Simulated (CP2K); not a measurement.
## Sb: equation of state with PBE

Sb:

```
Sb
1.0
     4.50666    0.00000    0.00000
     2.44723    3.78432    0.00000
     2.44723    1.33179    3.54223
Sb
2
Direct
  0.76651 0.76651 0.76651
  0.23349 0.23349 0.23349
```

| Property | Result |
| --- | --- |
| Program | CP2K 2026.2 |
| Task | equation of state |
| Functional | PBE |
| Potentials or basis | POTENTIAL_UZH Sb GTH-PBE-q5; TZVP-MOLOPT-PBE-GTH basis |
| Density cutoff | 6123 eV |
| k mesh | 8 × 8 × 8 |
| Occupations | fermi-dirac, width 0.05 eV |
| Spin | no spin polarisation |

```
Equilibrium volume                        : 32.18 Å³/atom (rough: see the caveat)
Bulk modulus at fixed shape and positions : 49 GPa (rough)
```

Energy against volume, from the lowest point:
```csv
volume (Å³/atom),energy (meV/atom)
28.393,85.75
28.998,58.21
29.602,36.73
30.206,20.69
30.810,9.54
31.414,2.78
32.018,0.00
```

All runs of the series together: 87 s on 1 thread of Arm Neoverse V2, with other jobs on the host.

Caveat: the minimum lies outside the volumes run; the cell was scaled at fixed shape and fractional positions, which overstates the stiffness of a crystal with free parameters, most of all of layers and chains; the basis of atomic orbitals isn't converged, which shifts pressures, moduli and gaps. Spin-orbit coupling is left out, which matters for the levels of Sb.
